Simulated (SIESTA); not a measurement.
The system is MgO.

```
Mg O
1.0
     0.00000    2.09700    2.09700
     2.09700    0.00000    2.09700
     2.09700    2.09700    0.00000
Mg O
1 1
Direct
  0.00000 0.00000 0.00000
  0.50000 0.50000 0.50000
```

The cell is a database's computed one.

Program: SIESTA 5.4.2. Alike in all runs: task band structure; no spin polarisation; cell as given; k mesh 11 × 11 × 11; smearing fermi-dirac 0.05 eV; grid cutoff 800 Ry; energy shift 0.003 Ry.

**Question.** Order these runs on this cell by their pressure, lowest first.
A. level PBE; potentials or basis Ansatz (PBE files), DZP (energy shift 0.003 Ry; two zetas on semicore shells)
B. level PBE; potentials or basis PseudoDojo 0.4 stringent (PBE files), DZP (energy shift 0.003 Ry; two zetas on semicore shells)
C. level AM05; potentials or basis PseudoDojo 0.4 standard (PBEsol files), DZP (energy shift 0.003 Ry; two zetas on semicore shells)

**Answer.** C (6.6 GPa), A (9.1 GPa), B (10.9 GPa).

Caveats: the basis of atomic orbitals isn't converged, which shifts pressures, moduli and gaps; the potentials were made for another functional, which shifts forces and pressure (some runs).
